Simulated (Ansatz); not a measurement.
The system is Ga.

```
Ga
1.0
     2.77842    0.00000    0.00000
     0.00000    3.28161    0.00000
    -1.34343    0.00000    3.99027
Ga
2
Direct
  0.13460 0.75000 0.77017
  0.86540 0.25000 0.22983
```

This isn't the form of Ga at room conditions, which is orthorhombic.

Program: Ansatz 0.2.0. Alike in all runs: task single point; potentials or basis Ansatz PAW; no spin polarisation; cell as given; k mesh 5 × 4 × 4; cutoff (eV) 420; smearing fermi-dirac 0.05 eV; the mesh is coarse, so values aren't converged.

Problem. Order these runs on this cell by their pressure, lowest first.
A. level B3LYP
B. level PBE0
C. level PBEsol0

Solution. C (-1.2 GPa), B (1.2 GPa), A (6.0 GPa).

Caveats: all runs use coarse meshes; the PAW data sets come from PBE, with cores solved anew for the run's functional, which leaves a small shift of forces and pressure; the thresholds are loose for stress.
